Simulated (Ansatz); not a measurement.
One crystal and one scan (energy against volume) at two levels, PBE (plane waves to 420 eV, PAW, scalar-relativistic; Ansatz, a quantum-chemistry and plane-wave program) and PBEsol (plane waves to 420 eV, PAW, scalar-relativistic; Ansatz), each from its own relaxed cell and on its own mesh. The cell shown is that of PBE.

GeO2 (alpha-quartz type, space group P3_121)

```yaml
crystal:
  lattice:
    - [5.09349, 0.00000, 0.00000]
    - [-2.54674, 4.41109, 0.00000]
    - [0.00000, 0.00000, 5.76775]
  atoms:
    - { symbol: Ge, position: [0.45565, 0.00000, 0.83333] }
    - { symbol: Ge, position: [0.00000, 0.45565, 0.16667] }
    - { symbol: Ge, position: [0.54435, 0.54435, 0.50000] }
    - { symbol: O, position: [0.39740, 0.29816, 0.74186] }
    - { symbol: O, position: [0.70184, 0.09924, 0.07519] }
    - { symbol: O, position: [0.90076, 0.60260, 0.40853] }
    - { symbol: O, position: [0.09924, 0.70184, 0.92481] }
    - { symbol: O, position: [0.29816, 0.39740, 0.25814] }
    - { symbol: O, position: [0.60260, 0.90076, 0.59147] }
```

This relaxed cell (volume V₀) is scaled evenly in all directions, its shape held. The atoms relax within the cell's symmetry.

E stands for the smeared free energy. GeO2 was relaxed with its symmetry unable to fall. With the shape held, the modulus is that of even scaling; a crystal free to change shape is softer. Percentages come from the unrounded values. Both scans cover V/V₀ from 0.840 to 1.160.

Results of PBE:

```
Item                                                                         Result
---------------------------------------------------------------------------  ------
Lattice constant a (Å)                                                        5.093
Lattice constant c (Å)                                                        5.768
Relaxed volume (Å³/atom)                                                      14.40
Band gap of the relaxed cell, no spin-orbit coupling (eV)                      3.22
Pressure at the smallest volume (GPa)                                           9.3
Energy cost of the largest compression (meV/atom)                              58.0
Energy cost of the largest expansion (meV/atom)                                36.8
Bulk modulus at fixed cell shape B₀ (third-order Birch-Murnaghan fit) (GPa)    39.6
Pressure derivative B₀′ (fit)                                                   3.3
```

Question: What does PBEsol give for the same quantities?

Answer: 
| quantity | PBEsol | PBE − PBEsol |
|---|---|---|
| Lattice constant a (Å) | 4.991 | +0.102 (+2.1 %) |
| Lattice constant c (Å) | 5.692 | +0.076 (+1.3 %) |
| Relaxed volume (Å³/atom) | 13.64 | +0.76 (+5.5 %) |
| Band gap of the relaxed cell, no spin-orbit coupling (eV) | 3.36 | -0.14 (-4.1 %) |
| Pressure at the smallest volume (GPa) | 9.5 | -0.2 (-2 %) |
| Energy cost of the largest compression (meV/atom) | 55.9 | +2.1 (+3.8 %) |
| Energy cost of the largest expansion (meV/atom) | 34.0 | +2.8 (+8.0 %) |
| Bulk modulus at fixed cell shape B₀ (third-order Birch-Murnaghan fit) (GPa) | 39.3 | +0.3 (+0.6 %) |
| Pressure derivative B₀′ (fit) | 3.7 | -0.4 (-9 %) |

PBE gives the higher value for: lattice constant a; lattice constant c; relaxed volume; energy cost of the largest compression; energy cost of the largest expansion. PBE gives the lower value for: band gap of the relaxed cell, no spin-orbit coupling; pressure derivative B₀′. They agree on: bulk modulus at fixed cell shape B₀ (within 1.5 %).

(A scan under strain: stresses follow from slopes of the energy per volume, elastic moduli from its curvatures.)
